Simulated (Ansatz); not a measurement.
# BeS: the band gap up the ladder of functionals

One table from this session's results is given with a row withheld; the runs are named, their logs left out.

Code: Ansatz 0.2.0. PAW datasets, plane waves. These are computed values for a spin-unpolarised cell that may be hypothetical; none is a measurement.

### The system as given

The cell was relaxed beforehand with r2SCAN.

Space group Fm-3m (No. 225), cubic; a = 4.635 Å in the conventional setting, 12.44 Å³ an atom. Be has 6 S at 2.32 Å; S has 6 Be at 2.32 Å.

Coordinates:

```cif
data_structure
_symmetry_space_group_name_H-M 'Fm-3m'
_symmetry_Int_Tables_number 225
_cell_length_a 4.6346
_cell_length_b 4.6346
_cell_length_c 4.6346
_cell_angle_alpha 90.000
_cell_angle_beta 90.000
_cell_angle_gamma 90.000
_cell_volume 99.55
loop_
_atom_site_label
_atom_site_type_symbol
_atom_site_symmetry_multiplicity
_atom_site_Wyckoff_symbol
_atom_site_fract_x
_atom_site_fract_y
_atom_site_fract_z
_atom_site_occupancy
Be1 Be 4 a 0.00000 0.00000 0.00000 1
S1 S 4 b 0.50000 0.00000 0.00000 1
```

The first run:

The input, input.yaml:

```yaml
crystal:
  lattice:
    - [0.0, 2.3172971938, 2.3172971938]
    - [2.3172971938, 0.0, 2.3172971938]
    - [2.3172971938, 2.3172971938, 0.0]
  atoms:
    - { symbol: Be, position: [0.0, 0.0, 0.0] }
    - { symbol: S, position: [0.5, 0.5, 0.5] }
kpoints:
  mp_grid: { grid: [10, 10, 10] }
  band_path:
    path:
      - [[0.0, 0.0, 0.0], [0.5, 5.674964205729e-34, 0.5], [0.625, 0.25, 0.625]]
      - [[0.375, 0.375, 0.75], [0.0, 0.0, 0.0], [0.5, 0.5, 0.5], [0.5, 0.25, 0.75], [0.5, 5.674964205729e-34, 0.5]]
    npoints: 10
hamiltonian:
  xc: pbe
scf:
  occupations: { method: fermi_dirac, width: 0.02 }
  n_extra_bands: 4
output:
  forces: true
  stress: true
  eigenvalues: true
  write_density: true
  write_potential: true
  elf: true
  volumetric_format: npy
```

The run is started by

```sh
$ ansatz run input.yaml --threads 2 --pin off --max-ram 2211MiB --backend cpu --events-out ev --progress --plain --runs-dir out
```

Steps of the session up to this table: Band structure with PBE; r2SCAN at the same geometry; HSE06; PBE0 at the same geometry; LDA at the same geometry; One-shot GW from PBE; Quasiparticle levels, G0W0@PBE; DDH-PBE0 at the same geometry; Hartree-Fock at the same geometry; r2SCAN0.

One table of the session follows, with a row left open; its other results are not shown here.

```
                     level  gap (eV)
                       PBE      0.96
                    r2SCAN      1.33
                     HSE06      1.73
                      PBE0      2.43
                       LDA      0.95
 G0W0@PBE (74 empty bands)         ?
G0W0@PBE (184 empty bands)      1.81
                  DDH-PBE0      1.60
              Hartree-Fock      7.65
                   r2SCAN0      2.69
```

**Question.** Estimate the row for G0W0@PBE (74 empty bands).

As computed: gap (eV): 1.69. In the column «gap (eV)» it lies between DDH-PBE0 (1.60) and HSE06 (1.73).

Meshes: PBE 10×10×10, r2SCAN 10×10×10, HSE06 6×6×6, PBE0 6×6×6, LDA 10×10×10, DDH-PBE0 6×6×6, Hartree-Fock 6×6×6, r2SCAN0 6×6×6

LDA gives the least gap, 0.95 eV, and Hartree-Fock the largest, 7.65 eV. PBE reaches 53 % of the G0W0@PBE value, and r2SCAN 73 %. PBE0 lies 0.70 eV above HSE06, which differs from it by screening the long-range exchange. Hartree-Fock lies above G0W0@PBE by 5.8 eV. The G0W0 figures hold for the stated bands, cutoff and mesh and aren't extrapolated.

Limits of these values: Warnings in the runs' records: stress scf threshold loose, stress exchange threshold loose.
